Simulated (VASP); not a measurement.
Runs of VASP 6.6.1 on Sn. Symmetry: Fd-3m, No. 227, cubic system. The conventional cell has a = 6.467 Å, b = 6.467 Å, c = 6.467 Å, α = 90.00°, β = 90.00°, γ = 90.00°. Sn (site symmetry -43m) has 4 Sn at 2.80 Å as nearest neighbours. This isn't the form of Sn at room conditions, which is tetragonal (white tin).

```tsv
task	level	cell	cutoff (eV)	smearing	ladder	gap on the mesh (eV)	pressure (GPa)	relaxed volume (Å³/atom)
relaxation of cell and atoms	optB88-vdW	relaxed	600	fermi-dirac 0.05 eV	-	none	0.0	36.52
relaxation of cell and atoms	vdW-DF-cx	relaxed	600	fermi-dirac 0.05 eV	-	none	0.0	35.19
single point	PBE	as given	520	gaussian 0.013 eV	-	none	(a)	-
relaxation of cell and atoms	BEEF-vdW	relaxed	600	fermi-dirac 0.05 eV	-	none	0.0	37.93
```

Alike in all rows: potentials or basis VASP PAW PBE potentials, release 64 (Sn_d); no spin polarisation; k mesh 7 × 7 × 7.

Task: Fill in the values left out.

Result: (a) 3.8.

Caveats: the PAW data sets were made with another functional, which shifts forces and pressure a little (some runs); the volume moved by +12 % from the deposited cell, more than functionals usually miss (some runs).

A k mesh can miss the band edges, and the runs leave out spin-orbit coupling on Sn.

A gap of «none» marks a metal or a gap under the smearing width.

Not every run made on this cell is shown here.
